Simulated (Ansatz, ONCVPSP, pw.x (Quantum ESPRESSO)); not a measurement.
## Equation-of-state test of one ONCV potential (As)

* Element: arsenic (As)
* Generator: ONCVPSP 4.0.1
* Type: optimised norm-conserving Vanderbilt (ONCV)
* Functional: PBE
* Relativity: scalar-relativistic
* Frozen core: [Ar] 3d10
* Valence charge: 5
* Reference configuration: 4s2 4p3
* Partial waves: 4s: rc 1.45 bohr, ncon 4, nbas 8, qcut 3.8 1/bohr, 2 projectors, debl 2.3 Ha; 4p: rc 2.20 bohr, ncon 3, nbas 8, qcut 3.5 1/bohr, 2 projectors, debl 0.9 Ha
* Local potential: polynomial inside 1.30 bohr (lpopt 5, dvloc0 0 Ha)
* Core correction: Teter function, fcfact 2.75, rcfact 1.15

Atomic tests: cutoffs needed: 18 Ha and 63 Ha (the cutoffs (Ha) at which the residual kinetic energy of the hardest occupied pseudo-wave falls to 1 and 0.1 mHa per electron); ghost test: no bound ghost flagged; GHOST(+) flagged for s at 95.8 eV; largest excitation error: -104 meV (all-electron minus pseudo) for 4s2 4p0, out of 4 test configurations.

Crystal test: fcc As in pw.x 7.5, no spin, 13³ k-points, Fermi–Dirac smearing 0.01 Ry, cutoffs 145/580 Ry. The reference is all-electron LAPW (Ansatz 0.2.0) with the same functional, mesh and smearing; V0 and B0 come from Birch–Murnaghan fits to the pressures at five volumes. Errors are pseudo minus all-electron; Δ is the rms difference of the E(V) curves that follow from these fits, minima aligned, over ±6 % about the mean V0. Mesh and smearing are coarse, so the numbers serve the comparison and aren't converged zero-temperature values; the lattice is a test structure that the element need not adopt.

```
V (Å³/atom)  P all-electron (GPa)  P pseudo (GPa)
     18.435                  4.26          -15.21
     18.920                  1.91          -15.83
     19.405                 -0.16          -16.34
     19.890                 -1.97          -16.75
     20.375                 -3.54          -17.10
```

All-electron: a0 = 4.263 Å (V0 = 19.37 Å³/atom), B0 = 77.8 GPa.

Pseudopotential: mean pressure error (GPa): -16.35. The pressure does not cross zero within the volumes sampled, so no fit is given. This is a poor potential for the solid.

Q: At the middle volume, how do free energy and pressure move when the wave cutoff is lowered (ecutrho kept at four times it)?

A:

```csv
cutoff (Ry),shift of F (meV/atom),shift of P (GPa)
65,+23.4,-0.24
87,+9.9,+0.01
116,+6.7,-0.05
```

Input at the middle volume:

```
&control
  calculation='scf', prefix='x', pseudo_dir='./', outdir='./tmp', tstress=.true., disk_io='none'
/
&system
  ibrav=0, nat=1, ntyp=1, ecutwfc=145, ecutrho=580, nbnd=9,
  occupations='smearing', smearing='fd', degauss=0.01
/
&electrons
  conv_thr=1e-09, mixing_beta=0.4, electron_maxstep=70
/
ATOMIC_SPECIES
As 1.0 As.UPF
CELL_PARAMETERS angstrom
  0.00000000 2.13285444 2.13285444
  2.13285444 0.00000000 2.13285444
  2.13285444 2.13285444 0.00000000
ATOMIC_POSITIONS crystal
As 0.0000 0.0000 0.0000
K_POINTS automatic
13 13 13 0 0 0
```

```bash
pw.x < As.scf.in > As.scf.out
```

Lines of the output:

```
Message from routine setup:
     using ibrav=0 with symmetry is DISCOURAGED, use correct ibrav instead
     lattice parameter (alat)  =       5.7000  a.u.
     unit-cell volume          =     130.9514 (a.u.)^3
     number of electrons       =         5.00
     number of Kohn-Sham states=            9
     kinetic-energy cutoff     =     145.0000  Ry
     charge density cutoff     =     580.0000  Ry
     scf convergence threshold =      1.0E-09
     Exchange-correlation= PBE
     number of k points=    84  Fermi-Dirac smearing, width (Ry)=  0.0100
     iteration #  1     ecut=   145.00 Ry     beta= 0.40
     total energy              =     -13.32907381 Ry
     estimated scf accuracy    <       0.00262980 Ry
     iteration #  2     ecut=   145.00 Ry     beta= 0.40
     total energy              =     -13.32889868 Ry
     estimated scf accuracy    <       0.00072816 Ry
     iteration #  3     ecut=   145.00 Ry     beta= 0.40
     total energy              =     -13.32896388 Ry
     estimated scf accuracy    <       0.00000503 Ry
     iteration #  4     ecut=   145.00 Ry     beta= 0.40
     total energy              =     -13.32896609 Ry
     estimated scf accuracy    <       0.00000020 Ry
     iteration #  5     ecut=   145.00 Ry     beta= 0.40
     total energy              =     -13.32896615 Ry
     estimated scf accuracy    <       0.00000001 Ry
     iteration #  6     ecut=   145.00 Ry     beta= 0.40
     the Fermi energy is     8.3659 ev
!    total energy              =     -13.32896615 Ry
     estimated scf accuracy    <          7.1E-10 Ry
     smearing contrib. (-TS)   =      -0.00298870 Ry
     The total energy is F=E-TS. E is the sum of the following terms:
     one-electron contribution =       4.53738790 Ry
     hartree contribution      =       0.27421716 Ry
     xc contribution           =      -3.91834842 Ry
     ewald contribution        =     -14.21923409 Ry
     convergence has been achieved in   6 iterations
          total   stress  (Ry/bohr**3)                   (kbar)     P=     -163.35
     Message from routine punch:
     Nothing written, as per user request (disk_io='none')
```

The run at the middle volume (84 k-points, 6 iterations) took about 29 s on one core of a shared host (Intel(R) Xeon(R) 6975P-C, 192 threads, 1512 GiB, load 112).
